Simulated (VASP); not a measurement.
# Rh (Fm-3m) in VASP: a series of runs, part 3 of 3

VASP 6.6.1. Earlier steps stand in the parts before.

## (5) Relaxation of the atoms, r2SCAN (a relaxed cell with its volume scaled by 0.96)

Contents of INCAR:

```
PREC = Accurate ; ENCUT = 600
EDIFF = 1E-7 ; ISMEAR = 1
SIGMA = 0.1 ; LREAL = F
LASPH = T ; NELM = 80
ALGO = Normal ; ISIF = 2
LWAVE = F ; LCHARG = F
METAGGA = R2SCAN ; LMIXTAU = T
IBRION = 2 ; NSW = 40
EDIFFG = -0.01
```

Contents of KPOINTS:

```
regular mesh
0
Gamma
  16 16 16
```

Contents of POSCAR:

```
Rh                                      
1.0
    0.0000000000      1.8768072825      1.8768072825
    1.8768072825      0.0000000000      1.8768072825
    1.8768072825      1.8768072825      0.0000000000
  Rh            
     1
Direct
     0.0000000000000000    0.0000000000000000    0.0000000000000000
```

Potentials or basis: VASP PAW PBE potentials, release 64 (Rh_pv).

On the command line:

```
$ cat potpaw_PBE.64/Rh_pv/POTCAR > POTCAR
$ mpirun -np 1 vasp_std > vasp.out
```

OUTCAR:

```text
PREC = Accurate
   ENCUT = 600
   EDIFF = 1E-7
   ISMEAR = 1
   LREAL = F
   LASPH = T
   NELM = 80
   ISIF = 2
   METAGGA = R2SCAN
   IBRION = 2
   NSW = 40
   EDIFFG = -0.01

 ion  position               nearest neighbor table
   1  0.000  0.000  0.000-

  LATTYP: Found a face centered cubic cell.
 ALAT       =     3.7536145650

  Lattice vectors:

 A1 = (   0.0000000000,   1.8768072825,   1.8768072825)
 A2 = (   1.8768072825,   0.0000000000,   1.8768072825)
 A3 = (   1.8768072825,   1.8768072825,   0.0000000000)

Analysis of symmetry for initial positions (statically):
=====================================================================
 Subroutine PRICEL returns:
 Original cell was already a primitive cell.

 Routine SETGRP: Setting up the symmetry group for a
 face centered cubic supercell.

 Subroutine GETGRP returns: Found 48 space group operations
 (whereof 48 operations were pure point group operations)
 out of a pool of 48 trial point group operations.

The static configuration has the point symmetry O_h .

Analysis of symmetry for dynamics (positions and initial velocities):
=====================================================================
 Subroutine PRICEL returns:
 Original cell was already a primitive cell.

 Routine SETGRP: Setting up the symmetry group for a
 face centered cubic supercell.

 Subroutine GETGRP returns: Found 48 space group operations
 (whereof 48 operations were pure point group operations)
 out of a pool of 48 trial point group operations.

The dynamic configuration has the point symmetry O_h .

 Subroutine INISYM returns: Found 48 space group operations
 (whereof 48 operations are pure point group operations),
 and found     1 'primitive' translations

----------------------------------------------------------------------------------------

                                     Primitive cell

  volume of cell :      13.2218

  direct lattice vectors                    reciprocal lattice vectors
     0.000000000  1.876807282  1.876807282    -0.266409878  0.266409878  0.266409878
     1.876807282  0.000000000  1.876807282     0.266409878 -0.266409878  0.266409878
     1.876807282  1.876807282  0.000000000     0.266409878  0.266409878 -0.266409878

  length of vectors
     2.654206313  2.654206313  2.654206313     0.461435445  0.461435445  0.461435445

  position of ions in fractional coordinates (direct lattice)
     0.000000000  0.000000000  0.000000000

  ion indices of the primitive-cell ions
   primitive index   ion index
                 1           1

----------------------------------------------------------------------------------------

 KPOINTS: regular mesh

Automatic generation of k-mesh.
 Grid dimensions read from file:
 generate k-points for:   16   16   16

 Generating k-lattice:

  Cartesian coordinates                     Fractional coordinates (reciprocal lattice)
    -0.016650617  0.016650617  0.016650617     0.062500000  0.000000000  0.000000000
     0.016650617 -0.016650617  0.016650617     0.000000000  0.062500000  0.000000000
     0.016650617  0.016650617 -0.016650617     0.000000000  0.000000000  0.062500000

  Length of vectors
     0.028839715  0.028839715  0.028839715

  Shift w.r.t. Gamma in fractional coordinates (k-lattice)
     0.000000000  0.000000000  0.000000000

 Subroutine IBZKPT returns following result:
 ===========================================

 Found    145 irreducible k-points:

 Following reciprocal coordinates:
            Coordinates               Weight
  0.000000  0.000000  0.000000      1.000000
  0.062500  0.000000  0.000000      8.000000
  0.125000  0.000000  0.000000      8.000000
  0.187500  0.000000  0.000000      8.000000
  0.250000  0.000000  0.000000      8.000000
  0.312500  0.000000  0.000000      8.000000
[... 16 lines left out ...]
 -0.125000  0.062500  0.000000     24.000000
 -0.062500  0.062500  0.000000     12.000000
 [... further k-points ...]
   k-points           NKPTS =    145   k-points in BZ     NKDIM =    145   number of bands    NBANDS=     11
   number of dos      NEDOS =    301   number of ions     NIONS =      1
   total plane-waves  NPLWV =  13824
   dimension x,y,z NGX =    24 NGY =   24 NGZ =   24
   dimension x,y,z NGXF=    48 NGYF=   48 NGZF=   48
   ions per type =               1
   NGX,Y,Z   is equivalent  to a cutoff of  15.03, 15.03, 15.03 a.u.
   NGXF,Y,Z  is equivalent  to a cutoff of  30.06, 30.06, 30.06 a.u.
 SYSTEM =  unknown system
   PREC   = accura    normal or accurate (medium, high low for compatibility)
   ISTART =      0    job   : 0-new  1-cont  2-samecut
   ICHARG =      2    charge: 1-file 2-atom 10-const
   ISPIN  =      1    spin polarized calculation?
   LNONCOLLINEAR =      F non collinear calculations
   LSORBIT =      F    spin-orbit coupling
   LASPH  =      T    aspherical Exc in radial PAW
   ENCUT  =  600.0 eV  44.10 Ry    6.64 a.u.   5.30  5.30  5.30*2*pi/ulx,y,z
   NELM   =     80;   NELMIN=  2; NELMDL= -5     # of ELM steps
   EDIFF  = 0.1E-06   stopping-criterion for ELM
   LREAL  =      F    real-space projection
   EDIFFG = -.1E-01   stopping-criterion for IOM
   NSW    =     40    number of steps for IOM
   IBRION =      2    ionic relax: 0-MD 1-quasi-New 2-CG
   NFREE  =      1    steps in history (QN), initial steepest desc. (CG)
   ISIF   =      2    stress and relaxation
   ISYM   =      2    0-nonsym 1-usesym 2-fastsym
   POTIM  = 0.5000    time-step for ionic-motion
   TEBEG  =    0.0;   TEEND  =   0.0 temperature during run
   PSTRESS=    0.0 pullay stress
   NELECT =      15.0000    total number of electrons
   NUPDOWN=      -1.0000    fix difference up-down
   EMIN   =  10.00;   EMAX   =-10.00  energy-range for DOS
   EFERMI =   0.00;   METHOD = LEGACY
   ISMEAR =     1;   SIGMA  =   0.10  broadening in eV -4-tet -1-fermi 0-gaus
   EFERMI_NEDOS =   21; number of points for ismear=-14 and -15
   IALGO  =     38    algorithm
   IMIX   =      4    mixing-type and parameters
     AMIX     =   0.40;   BMIX     =  1.00
     AMIX_MAG =   1.60;   BMIX_MAG =  1.00
  volume/ion in A,a.u.               =      13.22        89.22
  Fermi-wavevector in a.u.,A,eV,Ry     =   1.707427  3.226570 39.665176  2.915308
  Thomas-Fermi vector in A             =   2.786282
   LORBIT       =      0    0 simple, 1 ext, 2 COOP (PROOUT), +10 PAW based schemes
   METAGGA = R2SCAN    functional components
   LHFCALC =     F    Hartree Fock is set to
   AEXX    =    0.0000 exact exchange contribution
   IVDW    =     0    specifies the selected vdW correction
   LEPSILON=     F    determine dielectric tensor
   LRPA    =     F    only Hartree local field effects (RPA)
 conjugate gradient relaxation of ions
 non-spin polarized calculation
 Methfessel and Paxton  Order N= 1 SIGMA  =   0.10
  energy-cutoff  :      600.00
  volume of cell :       13.22
 maximum number of plane-waves:       459
 NGX is ok and might be reduce to    24
   NGX = 11   NGY = 11   NGZ = 11

 number of electron      15.0000001 magnetization

 Free energy of the ion-electron system (eV)
  ---------------------------------------------------
  ext. energy  EPLUGINS =         0.00000000
  ---------------------------------------------------
  free energy    TOTEN  =       -24.11429666 eV

  energy without entropy =      -24.11355348  energy(sigma->0) =      -24.11404893

 E-fermi :  12.4409     XC(G=0): -15.4985

 val. band max:       12.4208946097   @ k =   0.5000   0.3125   0.1250
 cond. band min:      12.4441627207   @ k =   0.4375   0.1250   0.0625
 fundamental gap:      0.0232681110
 Fermi energy:        12.4409024376

 k-point     1 :       0.0000    0.0000    0.0000
  band No.  band energies     occupation
      1     -35.3877      2.00000
      2     -35.3877      2.00000
      3     -35.3877      2.00000
      4       3.9884      2.00000
      5       9.0967      2.00000
      6       9.0967      2.00000
      7       9.0967      2.00000
      8      11.3358      2.00000
      9      11.3358      2.00000
     10      29.1463      0.00000
     11      29.8172      0.00000
[... 309 lines left out ...]
 k-point    24 :      -0.0625    0.0625    0.0000
  band No.  band energies     occupation
      1     -35.4733      2.00000
      2     -35.4134      2.00000
      3     -35.3942      2.00000
      4       4.4359      2.00000
      5       8.8732      2.00000
      6       9.2570      2.00000
      7       9.3105      2.00000
      8      11.1283      2.00000
      9      11.3638      2.00000
     10      29.7964      0.00000
     11      29.8171      0.00000

 [... further k-points ...]

------------------------ aborting loop because EDIFF is reached ----------------------------------------

  FORCE on cell =-STRESS in cart. coord.  units (eV):
  Direction    XX          YY          ZZ          XY          YZ          ZX
  --------------------------------------------------------------------------------------
  -------------------------------------------------------------------------------------
  Total        1.0568392      1.0568392      1.0568392     -0.0000000      0.0000000      0.0000000
  in kB      128.0650042    128.0650042    128.0650042     -0.0000000      0.0000000      0.0000000
  external PRESSURE =     128.0650042 kB  Pullay stress =       0.0000000 kB

 VOLUME and BASIS-vectors are now :
 -----------------------------------------------------------------------------
  energy-cutoff  :      600.00
  volume of cell :       13.22
      direct lattice vectors                 reciprocal lattice vectors
     0.000000000  1.876807282  1.876807282    -0.266409878  0.266409878  0.266409878
     1.876807282  0.000000000  1.876807282     0.266409878 -0.266409878  0.266409878
     1.876807282  1.876807282  0.000000000     0.266409878  0.266409878 -0.266409878

 POSITION                                       TOTAL-FORCE (eV/Angst)
 -----------------------------------------------------------------------------------
      0.00000      0.00000      0.00000         0.000000     -0.000000      0.000000
 -----------------------------------------------------------------------------------
    total drift:                                0.000000      0.000000     -0.000000

  FREE ENERGIE OF THE ION-ELECTRON SYSTEM (eV)
  ---------------------------------------------------
  free  energy   TOTEN  =       -24.1142966581 eV

  energy  without entropy=      -24.1135534807  energy(sigma->0) =      -24.11404893

 reached required accuracy - stopping structural energy minimisation
```

Run time: 41 s. Hardware: 1 thread of Intel Xeon 6975P-C (Granite Rapids), shared host; peak memory 0.16 GiB.

Results:

```yaml
Free_energy: -24.1143 eV
Pressure_after_relaxing: 12.8 GPa
Band_gap_on_the_k_mesh: none (metal or under the smearing width)
```

Final structure:
```cif
data_structure
_symmetry_space_group_name_H-M 'P 1'
_symmetry_Int_Tables_number 1
_cell_length_a 2.6542
_cell_length_b 2.6542
_cell_length_c 2.6542
_cell_angle_alpha 60.000
_cell_angle_beta 60.000
_cell_angle_gamma 60.000
_cell_volume 13.22
loop_
_atom_site_label
_atom_site_type_symbol
_atom_site_fract_x
_atom_site_fract_y
_atom_site_fract_z
_atom_site_occupancy
Rh1 Rh 0.00000 0.00000 0.00000 1
```

Levels at points of the mesh, in eV from the Fermi level:
| k point | band 4 | band 5 | band 6 | band 7 | band 8 | band 9 | band 10 | band 11 |
| --- | --- | --- | --- | --- | --- | --- | --- | --- |
| (0.00, 0.00, 0.00) | -8.45 | -3.34 | -3.34 | -3.34 | -1.11 | -1.11 | 16.71 | 17.38 |
| (0.50, 0.00, 0.00) | -6.66 | -3.47 | -3.47 | 0.66 | 0.66 | 0.89 | 9.54 | 16.28 |
| (0.50, 0.50, 0.00) | -6.92 | -6.52 | 0.58 | 1.15 | 1.15 | 3.57 | 13.43 | 14.28 |

Caveat: the relaxation stopped at its first step, so nothing moved; the PAW data sets were made with another functional, which shifts forces and pressure a little.

## (6) Summary

```tsv
task	cell	gap on the mesh (eV)	pressure (GPa)
relaxation of cell and atoms	relaxed	none	0.0
relaxation of the atoms	atoms relaxed from: a relaxed cell with its volume scaled by 0.94	none	20.5
relaxation of the atoms	atoms relaxed from: a relaxed cell with its volume scaled by 0.96	none	12.8
```

Alike in all rows: level r2SCAN; potentials or basis VASP PAW PBE potentials, release 64 (Rh_pv); no spin polarisation; k mesh 16 × 16 × 16; cutoff (eV) 600; smearing methfessel-paxton 0.1 eV.

Caveats: the relaxation stopped at its first step, so nothing moved; the PAW data sets were made with another functional, which shifts forces and pressure a little.

Total energies depend on the potentials used, so only differences within one code and one set of settings carry meaning.
